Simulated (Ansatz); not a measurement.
## A series in volume scale on MoS2

Free energy against uniform scaling of the volume at fixed shape and fractions; periodic cell, basis, potentials, k mesh and filling as listed. The results are calculated, by Ansatz 0.2.0.

The cell before it is scaled or strained (space group R3m, No. 160):
```
CELL_PARAMETERS angstrom
1.58000 0.91220 6.15000
-1.58000 0.91220 6.15000
0.00000 -1.82440 6.15000
ATOMIC_POSITIONS crystal
Mo 0.00000 0.00000 0.00000
S 0.25000 0.25000 0.25000
S 0.41700 0.41700 0.41700
```

Settings of every row: functional LDA; dispersion none; potentials PAW; wave cutoff 450 eV; density cutoff 1800 eV; k mesh 11x11x11; k shift 0x0x0; occupations fermi dirac; smearing width 0.15 eV; spin none.

Limits: a layered crystal: even scaling strains the bonds within the layers, so this curve is stiffer than the crystal under pressure.

| row | volume scale | V (Å³/atom) | energy above lowest point (meV/atom) | pressure (GPa) |
| --- | --- | --- | --- | --- |
| 1 | 0.9 | 15.955 | 76 | 17.78 |
| 2 | 0.925 | 16.398 | 35.5 | 11.65 |
| 3 | 0.95 | 16.841 | 10.9 | 6.31 |
| 4 | 0.975 | 17.285 | 0 | 1.64 |
| 5 | 1 | 17.728 | 1.2 | -2.42 |
| 6 | 1.025 | 18.171 | 12.9 | -5.97 |
| 7 | 1.05 | 18.614 | 33.8 | -9.06 |
| 8 | 1.075 | 19.057 | ? | ? |
| 9 | 1.1 | 19.5 | 98.5 | -14.09 |

Question: what energy above lowest point and pressure should row 8 give?

Worked fit of energy above lowest point. Take u = (V_r/V)^(2/3) − 1 with V_r = 17.507 Å³ an atom, which is twice the finite (Eulerian) strain; such expansions in the strain, on which the Birch-Murnaghan equation of state is built, carry the rest volume and the bulk modulus. The shown rows have u = 0.06384, 0.04459, 0.02619, 0.00854, -0.00833, -0.02451, -0.04005, -0.06935. Least squares give energy above lowest point = −0.79 − 75.8 × u + 19801 × u² + 3582 × u³ meV/atom; a parabola predicts inner rows, each left out in turn, worse (root mean square 0.27 against 0.03 meV/atom). All shown rows lie on it to the printed digit. Its lowest point lies at u = 0.0019, or V = 17.46 Å³ an atom, and the curvature there gives the bulk modulus at fixed shape and fractions, B = (4/9)(1 + u)² E″(u)/V = 162 GPa. Letting shape and atoms relax would as a rule lower it, by much in layered, chain or molecular crystals. The withheld row has u = -0.05499, so the fit gives −0.79 − 75.8 × (-0.05499) + 19801 × (-0.05499)² + 3582 × (-0.05499)³ = 62.7 meV/atom.

The calculation gave 62.7 meV/atom. The fit meets it to the printed digit.

Worked fit of pressure. Take u = (V_r/V)^(2/3) − 1 with V_r = 17.507 Å³ an atom, which is twice the finite (Eulerian) strain; such expansions in the strain, on which the Birch-Murnaghan equation of state is built, carry the rest volume and the bulk modulus. The shown rows have u = 0.06384, 0.04459, 0.02619, 0.00854, -0.00833, -0.02451, -0.04005, -0.06935. Least squares give pressure = −0.465 + 240.71 × u + 673.3 × u² + 510 × u³ GPa; a parabola predicts inner rows, each left out in turn, worse (root mean square 0.038 against 0.0031 GPa). All shown rows lie on it to the printed digit. The pressure vanishes at u = 0.0019, or V = 17.46 Å³ an atom, and there the bulk modulus at fixed shape and fractions is B = −V dP/dV = (2/3)(1 + u) dP/du = 163 GPa. Letting shape and atoms relax would as a rule lower it, by much in layered, chain or molecular crystals. The withheld row has u = -0.05499, so the fit gives −0.465 + 240.71 × (-0.05499) + 673.3 × (-0.05499)² + 510 × (-0.05499)³ = -11.75 GPa.

The calculation gave -11.75 GPa. The fit meets it to the printed digit.
